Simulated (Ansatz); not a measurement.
# TaN

The computed numbers are results of PBE with spin–orbit coupling (two-component spinors) in the plane-wave PAW code Ansatz at 420 eV, 14×14×14 k-mesh, Gaussian smearing of 0.05 eV; PAW files: Ansatz's generated set soft_2.

```
Ta N
1.0
     0.00000    2.20840    2.20840
     2.20840    0.00000    2.20840
     2.20840    2.20840    0.00000
Ta N
1 1
Direct
  0.50000 0.50000 0.50000
  0.00000 0.00000 0.00000
```

The chain of runs began from a cell as deposited in COD, expanded in volume.

Magnetic state: non-magnetic, site spin moments none.

The run above is the reference. The same cell was run again with other input settings; several of them aren't fit for production, so the rows show the settings' effect and aren't properties of the material.

```tsv
keys changed	outcome	ΔE (meV/atom)	P (GPa)	gap on the mesh (eV)	cell moment (μB)	largest force component (eV/Å)	SCF iterations	rough core-seconds	new warnings
none (reference)	converged	0.0	0.0	metal	0.00	0.000	–	–	–
hamiltonian.hubbard: {"sites": [{"species": "Ta", "l": "d", "u_eff": 1.0}], "double_counting": "amf"}; kpoints.mp_grid.grid: [14, 14, 14] → [11, 11, 11]	converged	–	0.2	metal	0.00	0.000	15	60	filled band counts differ across k points
basis.ecutrho_ratio: 4 → 12; kpoints.mp_grid.grid: [14, 14, 14] → [7, 7, 7]; scf.occupations.method: "gaussian" → "methfessel_paxton"; scf.occupations.width: 0.05 → 0.001	converged	-16.6	-0.2	metal	0.01	0.000	17	22	–
scf.mixing.algorithm: "anderson"; scf.mixing.beta: 0.1; scf.initial_density.chi_scale: 0.0; hamiltonian.xc: "pbe" → "pbesol"	converged	–	-9.5	metal	0.00	0.000	25	100	–
kpoints.mp_grid.grid: [14, 14, 14] → [21, 21, 21]; scf.mixing.algorithm: "broyden"; scf.mixing.beta: 0.2; scf.mixing.ndim: 4	converged	-0.5	0.0	metal	0.00	0.000	21	260	–
hamiltonian.hubbard: {"sites": [{"species": "Ta", "l": "d", "u_eff": 3.0}], "double_counting": "amf"}	converged	–	0.9	metal	0.00	0.000	16	120	filled band counts differ across k points
kpoints.mp_grid.grid: [14, 14, 14] → [18, 18, 18]; hamiltonian.hubbard: {"sites": [{"species": "Ta", "l": "d", "u_eff": 3.0}], "double_counting": "amf"}	converged	–	0.8	metal	0.00	0.000	17	170	filled band counts differ across k points
basis.ecutwfc: 420 → "33.1 Ry"; kpoints.mp_grid.grid: [14, 14, 14] → [9, 9, 9]	converged	-2.5	-0.1	metal	0.00	0.000	16	30	–
```

ΔE is the energy with the smearing extrapolated to zero. It is left out where the change alters the Hamiltonian or the spin treatment. The varied runs start from atomic densities (corrected by the program's trained start where that serves), with the default search for lower states unless a row changes it.

(1) What happens with these changes: basis.ecutwfc: 420 → "58.8 Ry"?

Answer:

(1) outcome converged, ΔE (meV/atom) -3.0, P (GPa) 0.0, gap on the mesh (eV) metal, cell moment (μB) 0.00, largest force component (eV/Å) 0.000, SCF iterations 15, rough core-seconds 130.

Of the reference: The starting moments died out; a magnetic state reached from other starts isn't excluded.
